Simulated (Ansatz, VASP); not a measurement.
# P: VASP beside Ansatz

```
P
1.0
     2.59524    0.00000    0.00000
     0.00000    2.59524    0.00000
     0.00000    0.00000    2.59524
P
1
Direct
  0.00000 0.00000 0.00000
```

Alike in both runs: task single point; functional BLYP; k mesh 14 × 14 × 14; occupations fermi-dirac, width 0.1 eV; no spin polarisation.

```csv
,VASP,Ansatz
version,VASP 6.6.1,Ansatz 0.2.0
potentials or method,"VASP PAW PBE potentials, release 64 (P)","plane waves (420 eV) with PAW, scalar-relativistic"
plane-wave cutoff (eV),520,420
valence electrons in the cell,5,5
```

Ansatz gave:

| Item | Value |
| --- | --- |
| pressure (GPa) | -5.5 |

Task: What did VASP give for the same quantities?

Result: Pressure (GPa): -5.4.

Caveats: the PAW data sets were made with another functional, which shifts forces and pressure a little (VASP).
